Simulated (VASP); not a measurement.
Input of a VASP 6.6.1 run:

INCAR

```
SYSTEM = LiH
PREC = Accurate
ENCUT = 520
EDIFF = 1E-6
ISMEAR = 0
SIGMA = 0.03
LREAL = .FALSE.
LASPH = .TRUE.
NELM = 80
ALGO = Normal
ISIF = 2
LWAVE = .FALSE.
LCHARG = .FALSE.
METAGGA = R2SCAN
LMIXTAU = .TRUE.
```

KPOINTS

```
regular mesh
0
G
  12 12 12
  0 0 0
```

Contents of POSCAR:

```
LiH                                     
1.0
    0.0000000000      1.9860246740      1.9860246740
    1.9860246740      0.0000000000      1.9860246740
    1.9860246740      1.9860246740      0.0000000000
  Li              H             
     1     1
Direct
     0.0000000000000000    0.0000000000000000    0.0000000000000000
     0.5000000000000000    0.5000000000000000    0.5000000000000000
```

File KPOINTS_OPT:

```
explicit points
252
Reciprocal
 0.0000000000  0.0000000000  0.0000000000 1
 0.0357142857  0.0000000000  0.0357142857 1
 0.0714285714  0.0000000000  0.0714285714 1
 0.1071428571  0.0000000000  0.1071428571 1
 0.1428571429  0.0000000000  0.1428571429 1
 0.1785714286  0.0000000000  0.1785714286 1
[... 244 lines left out ...]
 0.4919774800  0.0080225200  0.5000000000 1
 0.5080225200 -0.0080225200  0.5000000000 1
```

Potentials or basis: VASP PAW PBE potentials, release 64 (Li_sv, H).

Command:

```bash
$ cat potpaw_PBE.64/Li_sv/POTCAR potpaw_PBE.64/H/POTCAR > POTCAR
$ mpirun -np 1 vasp_std > vasp.out
```

Q: What does it give for the band gap on the k mesh?

A: 3.57 eV, direct.

Q: Predict the band gap along the path.

A: 3.57 eV, direct.

Levels at the corners of the path, in eV from the valence-band top:
```tsv
point	band 1	band 2	band 3	band 4	band 5	band 6
Γ	-45.71	-5.55	18.01	19.70	19.70	19.70
X	-45.64	0.00	3.57	11.89	11.89	15.22
X	-45.64	0.00	3.57	11.89	11.89	15.22
W	-45.64	-0.26	5.99	5.99	13.18	19.72
W	-45.64	-0.26	5.99	5.99	13.18	19.72
K	-45.64	-0.54	4.78	8.50	13.11	18.18
K	-45.64	-0.54	4.78	8.50	13.11	18.18
Γ	-45.71	-5.55	18.01	19.70	19.70	19.70
Γ	-45.71	-5.55	18.01	19.70	19.70	19.70
L	-45.66	-2.72	5.75	15.19	18.43	18.43
L	-45.66	-2.72	5.75	15.19	18.43	18.43
U	-45.64	-0.54	4.78	8.50	13.11	18.18
U	-45.64	-0.54	4.78	8.50	13.11	18.18
W	-45.64	-0.26	5.99	5.99	13.18	19.72
W	-45.64	-0.26	5.99	5.99	13.18	19.72
L	-45.66	-2.72	5.75	15.19	18.43	18.43
L	-45.66	-2.72	5.75	15.19	18.43	18.43
K	-45.64	-0.54	4.78	8.50	13.11	18.18
U	-45.64	-0.54	4.78	8.50	13.11	18.18
X	-45.64	0.00	3.57	11.89	11.89	15.22
```

Caveat: the PAW data sets were made with another functional, which shifts forces and pressure a little. r2SCAN opens gaps a little over a GGA but as a rule still falls short of measured ones.
